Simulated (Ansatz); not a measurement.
A calculation with Ansatz 0.2.0 of Re (native input, structure typed inline):

Contents of input.yaml:

```yaml
crystal:
  lattice:
    - [0.0, 1.975, 1.975]
    - [1.975, 0.0, 1.975]
    - [1.975, 1.975, 0.0]
  atoms:
    - { symbol: Re, position: [0.0, 0.0, 0.0] }
hamiltonian:
  xc: pbe
  pseudopotentials: { kind: paw_fr }
magnetization:
  noncollinear: true
  spin_orbit: true
kpoints:
  mp_grid: { grid: [12, 12, 12] }
  band_path:
    path:
      - [[0.0, 0.0, 0.0], [0.5, 0.0, 0.5], [0.5, 0.25, 0.75], [0.375, 0.375, 0.75], [0.0, 0.0, 0.0], [0.5, 0.5, 0.5], [0.625, 0.25, 0.625], [0.5, 0.25, 0.75], [0.5, 0.5, 0.5], [0.375, 0.375, 0.75]]
      - [[0.625, 0.25, 0.625], [0.5, 0.0, 0.5]]
    npoints: 14
scf:
  occupations: { method: gaussian, width: 0.1 }
  n_extra_bands: 6
output:
  forces: true
  stress: true
  eigenvalues: true
  fatbands: false
```

Potentials or basis: Ansatz PAW.

The run is started by

```console
$ ansatz run input.yaml --threads 2 --pin off --max-ram 5120MiB --backend cpu --events-out ev --progress --plain --runs-dir out
```

This isn't the form of Re at room conditions, which is hcp.

Task: Write the same calculation in another form: ASE script, structure from a CIF.

Result: As run:

Contents of run.py:

```python
import json

import ase.io
import numpy as np
import spglib

import ansatz as az

atoms = ase.io.read("Re.cif")
cell, frac, numbers = spglib.find_primitive((atoms.cell[:], atoms.get_scaled_positions(), atoms.numbers), symprec=1e-5)
atoms = ase.Atoms(numbers, cell=cell, scaled_positions=frac, pbc=True)

calculation = (
    az.Crystal.from_ase(atoms)
    .calculation()
    .kpoints(12, 12, 12)
    .functional("pbe")
    .pseudopotentials(kind="paw_fr")
    .spin("noncollinear", soc=True)
    .scf(extra_bands=6)
    .occupations(method="gaussian", width=0.1)
    .band_structure(path=(((0.0, 0.0, 0.0), (0.5, 0.0, 0.5), (0.5, 0.25, 0.75), (0.375, 0.375, 0.75), (0.0, 0.0,
        0.0), (0.5, 0.5, 0.5), (0.625, 0.25, 0.625), (0.5, 0.25, 0.75), (0.5, 0.5, 0.5), (0.375, 0.375, 0.75)),
        ((0.625, 0.25, 0.625), (0.5, 0.0, 0.5))), intervals=14)
    .forces()
    .stress()
    .band_table(publish=True)
)
outcome = calculation.run(threads=2, events_out="events.jsonl")

report = outcome.report
for line in open("events.jsonl"):
    event = json.loads(line)
    if event["event"] == "scf_iter":
        d = event["data"]
        print(f"SCF {d['iter']:3d}  HF = {d['harris_foulkes_ev']:.6f} eV  dr2 = {d['dr2_ev']:.2e} eV")
    elif event["event"] in ("relax_step", "md_step"):
        d = event["data"]
        print(f"{event['event']} {d['step']:3d}  E = {d['lagrangian_ev']:.6f} eV")
np.set_printoptions(precision=5, suppress=True, linewidth=110)
print("converged:", report["converged"], "after", report["n_iterations"], "iterations")
print(f"free energy {report['free_energy_ev']:.6f} eV, Fermi level {report['fermi_energy_ev']:.4f} eV")
for key in ("band_edges_ev", "magnetization_mub", "site_moments_mub", "site_moments_nc_mub", "forces_ev_ang",
                "stress_gpa"):
    if report.get(key) is not None:
        print(key, np.array(report[key]), sep="\n")
```

Contents of Re.cif:

```cif
data_Re
_cell_length_a 3.95000000
_cell_length_b 3.95000000
_cell_length_c 3.95000000
_cell_angle_alpha 90.00000000
_cell_angle_beta 90.00000000
_cell_angle_gamma 90.00000000
_space_group_name_H-M_alt 'Fm-3m'
_space_group_name_Hall '-F 4 2 3'
_space_group_IT_number 225
loop_
_space_group_symop_operation_xyz
'x,y,z'
'-x,-y,-z'
'-y,x,z'
'y,-x,-z'
'-x,-y,z'
'x,y,-z'
'y,-x,z'
'-y,x,-z'
'x,-y,-z'
'-x,y,z'
'-y,-x,-z'
'y,x,z'
'-x,y,-z'
'x,-y,z'
'y,x,-z'
'-y,-x,z'
'z,x,y'
'-z,-x,-y'
'z,-y,x'
'-z,y,-x'
'z,-x,-y'
'-z,x,y'
'z,y,-x'
'-z,-y,x'
'-z,x,-y'
'z,-x,y'
'-z,-y,-x'
'z,y,x'
'-z,-x,y'
'z,x,-y'
'-z,y,x'
'z,-y,-x'
'y,z,x'
'-y,-z,-x'
'x,z,-y'
'-x,-z,y'
'-y,z,-x'
'y,-z,x'
'-x,z,y'
'x,-z,-y'
'-y,-z,x'
'y,z,-x'
'-x,-z,-y'
'x,z,y'
'y,-z,-x'
'-y,z,x'
'x,-z,y'
'-x,z,-y'
'x,y+1/2,z+1/2'
'-x,-y+1/2,-z+1/2'
'-y,x+1/2,z+1/2'
'y,-x+1/2,-z+1/2'
'-x,-y+1/2,z+1/2'
'x,y+1/2,-z+1/2'
'y,-x+1/2,z+1/2'
'-y,x+1/2,-z+1/2'
'x,-y+1/2,-z+1/2'
'-x,y+1/2,z+1/2'
'-y,-x+1/2,-z+1/2'
'y,x+1/2,z+1/2'
[... 40 lines left out ...]
'-x+1/2,-y,z+1/2'
'x+1/2,y,-z+1/2'
'y+1/2,-x,z+1/2'
'-y+1/2,x,-z+1/2'
'x+1/2,-y,-z+1/2'
'-x+1/2,y,z+1/2'
'-y+1/2,-x,-z+1/2'
'y+1/2,x,z+1/2'
'-x+1/2,y,-z+1/2'
'x+1/2,-y,z+1/2'
'y+1/2,x,-z+1/2'
'-y+1/2,-x,z+1/2'
'z+1/2,x,y+1/2'
'-z+1/2,-x,-y+1/2'
'z+1/2,-y,x+1/2'
'-z+1/2,y,-x+1/2'
'z+1/2,-x,-y+1/2'
'-z+1/2,x,y+1/2'
'z+1/2,y,-x+1/2'
'-z+1/2,-y,x+1/2'
'-z+1/2,x,-y+1/2'
'z+1/2,-x,y+1/2'
'-z+1/2,-y,-x+1/2'
'z+1/2,y,x+1/2'
'-z+1/2,-x,y+1/2'
'z+1/2,x,-y+1/2'
'-z+1/2,y,x+1/2'
'z+1/2,-y,-x+1/2'
'y+1/2,z,x+1/2'
'-y+1/2,-z,-x+1/2'
'x+1/2,z,-y+1/2'
'-x+1/2,-z,y+1/2'
'-y+1/2,z,-x+1/2'
'y+1/2,-z,x+1/2'
'-x+1/2,z,y+1/2'
'x+1/2,-z,-y+1/2'
'-y+1/2,-z,x+1/2'
'y+1/2,z,-x+1/2'
'-x+1/2,-z,-y+1/2'
'x+1/2,z,y+1/2'
'y+1/2,-z,-x+1/2'
'-y+1/2,z,x+1/2'
'x+1/2,-z,y+1/2'
'-x+1/2,z,-y+1/2'
'x+1/2,y+1/2,z'
'-x+1/2,-y+1/2,-z'
'-y+1/2,x+1/2,z'
'y+1/2,-x+1/2,-z'
'-x+1/2,-y+1/2,z'
'x+1/2,y+1/2,-z'
'y+1/2,-x+1/2,z'
'-y+1/2,x+1/2,-z'
'x+1/2,-y+1/2,-z'
'-x+1/2,y+1/2,z'
'-y+1/2,-x+1/2,-z'
'y+1/2,x+1/2,z'
'-x+1/2,y+1/2,-z'
'x+1/2,-y+1/2,z'
'y+1/2,x+1/2,-z'
'-y+1/2,-x+1/2,z'
'z+1/2,x+1/2,y'
'-z+1/2,-x+1/2,-y'
'z+1/2,-y+1/2,x'
'-z+1/2,y+1/2,-x'
'z+1/2,-x+1/2,-y'
'-z+1/2,x+1/2,y'
'z+1/2,y+1/2,-x'
'-z+1/2,-y+1/2,x'
'-z+1/2,x+1/2,-y'
'z+1/2,-x+1/2,y'
'-z+1/2,-y+1/2,-x'
'z+1/2,y+1/2,x'
'-z+1/2,-x+1/2,y'
'z+1/2,x+1/2,-y'
'-z+1/2,y+1/2,x'
'z+1/2,-y+1/2,-x'
'y+1/2,z+1/2,x'
'-y+1/2,-z+1/2,-x'
'x+1/2,z+1/2,-y'
'-x+1/2,-z+1/2,y'
'-y+1/2,z+1/2,-x'
'y+1/2,-z+1/2,x'
'-x+1/2,z+1/2,y'
'x+1/2,-z+1/2,-y'
'-y+1/2,-z+1/2,x'
'y+1/2,z+1/2,-x'
'-x+1/2,-z+1/2,-y'
'x+1/2,z+1/2,y'
'y+1/2,-z+1/2,-x'
'-y+1/2,z+1/2,x'
'x+1/2,-z+1/2,y'
'-x+1/2,z+1/2,-y'
loop_
_atom_site_label
_atom_site_type_symbol
_atom_site_symmetry_multiplicity
_atom_site_Wyckoff_symbol
_atom_site_fract_x
_atom_site_fract_y
_atom_site_fract_z
_atom_site_occupancy
Re1 Re 4 a 0.0000000000 0.0000000000 0.0000000000 1
```

Potentials or basis: Ansatz PAW.

The run is started by

```console
$ python run.py
```

Both were run:

|  | native input, structure typed inline | ASE script, structure from a CIF |
| --- | --- | --- |
| Pressure | -8.6 GPa | -8.6 GPa |
| Band gap on the k mesh | none (metal or under the smearing width) | none (metal or under the smearing width) |

Keys that steer only the numerical path or the files written may differ.
